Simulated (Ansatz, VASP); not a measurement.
**CdF2 in VASP and in Ansatz**

File INCAR:

```
PREC = Accurate
ENCUT = 520
EDIFF = 1E-6
ISMEAR = 0
SIGMA = 0.02
LREAL = False
LASPH = True
NELM = 100
ALGO = Normal
ISIF = 2
LWAVE = False
LCHARG = False
GGA = PS
NBANDS = 20
```

Contents of KPOINTS:

```
regular mesh
0
Gamma
  8 8 8
```

File POSCAR:

```
CdF2
1.0
    0.2155200000      2.6973675000      2.6973675000
    2.9128875000      0.0000000000      2.9128875000
    2.9128875000      2.9128875000      0.0000000000
Cd F
1 2
Direct
    0.0000000000      0.0000000000      0.0000000000
    0.1515719959      0.2828093347      0.2828093347
    0.8484280041      0.7171906653      0.7171906653
```

Input for Ansatz:

```yaml
crystal:
  lattice:
    - [0.21552, 2.6973675, 2.6973675]
    - [2.9128875, 0.0, 2.9128875]
    - [2.9128875, 2.9128875, 0.0]
  atoms:
    - { symbol: Cd, position: [0.0, 0.0, 0.0] }
    - { symbol: F, position: [0.1515719959, 0.2828093347, 0.2828093347] }
    - { symbol: F, position: [0.8484280041, 0.7171906653, 0.7171906653] }
basis:
  ecutwfc: 420
kpoints:
  mp_grid: { grid: [8, 8, 8] }
hamiltonian:
  xc: pbesol
scf:
  occupations: { method: gaussian, width: 0.02 }
output:
  forces: true
  stress: true
  eigenvalues: true
```

Alike in both runs: task single point; functional PBEsol; k mesh 8 × 8 × 8; occupations gaussian, width 0.02 eV; no spin polarisation.

```csv
,VASP,Ansatz
version,VASP 6.6.1,Ansatz 0.2.0
potentials or method,"VASP PAW PBE potentials, release 64 (Cd, F)","scalar-relativistic, plane waves, PAW"
plane-wave cutoff (eV),520,420
valence electrons in the cell,26,34
```

|  | VASP | Ansatz | Ansatz less VASP |
| --- | --- | --- | --- |
| gap on the k mesh at the Fermi level (eV) | 2.06 | 2.08 | +0.026 |
| least direct gap on the mesh (eV) | 2.82 | 2.85 | +0.026 |
| pressure (GPa) | -9.5 | -9.8 | -0.30 |
| largest component of the traceless stress (GPa) | 0.29 | 0.18 | -0.115 |
| rms of the force components (eV/Å) | 0.428 | 0.427 | -0.0010 |

Atom by atom the forces differ by 0.001 eV/Å (rms over components). The two sets of potentials don't hold the same shells in valence.

Caveats: the PAW data sets were made with another functional, which shifts forces and pressure a little (VASP). A k mesh can miss the band edges.
